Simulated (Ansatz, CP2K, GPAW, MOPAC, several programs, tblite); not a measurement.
**What cheap methods get right for NaH**

Aim: run NaH through methods of unlike cost and see what each gets, and at what price.

Method: no spin polarisation, static lattice; gaps from single points on the cell relaxed beforehand with r²SCAN, in MOPAC, tblite, CP2K, GPAW, Ansatz (versions at each run).

4 further runs of the same task are left out: 3 that didn't finish, 1 set aside as unsound or not needed.

### Step 1. The starting structure

The structure is hexagonal, space group P6_3/mmc (No. 194). Conventional cell: a = 3.319 Å, b = 3.319 Å, c = 5.831 Å, α = 90.00°, β = 90.00°, γ = 120.00°. Na (site symmetry -3m) is surrounded by 6 H at 2.41 Å. Around H (site symmetry -6m2) lie 6 Na at 2.41 Å.

As a file:

```cif
data_structure
_symmetry_space_group_name_H-M 'P6_3/mmc'
_symmetry_Int_Tables_number 194
_cell_length_a 3.3192
_cell_length_b 3.3192
_cell_length_c 5.8310
_cell_angle_alpha 90.000
_cell_angle_beta 90.000
_cell_angle_gamma 120.000
_cell_volume 55.63
loop_
_atom_site_label
_atom_site_type_symbol
_atom_site_symmetry_multiplicity
_atom_site_Wyckoff_symbol
_atom_site_fract_x
_atom_site_fract_y
_atom_site_fract_z
_atom_site_occupancy
Na1 Na 2 a 0.00000 0.00000 0.00000 1
H1 H 2 c 0.33333 0.66667 0.25000 1
```

The structure type (NiAs) is imposed and need not be the compound's stable one.

**Question.** The methods are PM6, PM7, GFN1-xTB (tblite), GFN2-xTB (tblite), PBE/DZVP, PBE/single-zeta, PBE/SZV, coarse PBE, GLLB-SC, PBE, r2SCAN. What gap does r2SCAN give on this cell, and which other methods (full PBE left aside) come nearest to r2SCAN and farthest in gap, volume and bulk modulus?

| quantity | value |
| --- | --- |
| r2SCAN | gap 3.98 eV, 13.91 Å³/atom, B₀ 24 GPa |
| gap: nearest and farthest of the other methods | PBE/single-zeta (-0.59 eV), PM7 (+7.02 eV) |
| volume: nearest and farthest of the other methods | PBE/DZVP (-1.3 %), GFN1-xTB (tblite) (+5.3 %) |
| bulk modulus: nearest and farthest of the other methods | PBE/SZV (+7 %), GFN1-xTB (tblite) (-62 %) |

Among the 9 methods compared for the gap (full PBE left aside), PBE/single-zeta is nearest to r2SCAN and PM7 farthest. Among the 3 methods compared for the volume (full PBE left aside), PBE/DZVP is nearest to r2SCAN and GFN1-xTB (tblite) farthest. For the bulk modulus, of the 3 methods compared (full PBE left aside), PBE/SZV comes nearest to r2SCAN and GFN1-xTB (tblite) is farthest. A minimal basis or a coarse cutoff and mesh shifts results by its own error, so closeness to r2SCAN can be chance. Cluster runs see only the k-points that fold onto the zone centre, so their gaps can miss the band edges. GLLB-SC is compared with its derivative discontinuity added. No volume is given for PM6, PM7, GFN2-xTB (tblite), PBE/single-zeta, coarse PBE, which can hide a larger miss. CPU times run from 0.52 s (coarse PBE) to 2.9 min (PBE/single-zeta). On this cell GFN2-xTB (tblite), PBE/DZVP, PBE/single-zeta, PBE/SZV, GLLB-SC cost more than r2SCAN itself (3.4 s), so they are no saving here. r2SCAN is a yardstick, not the truth: it usually gives gaps below the measured ones.
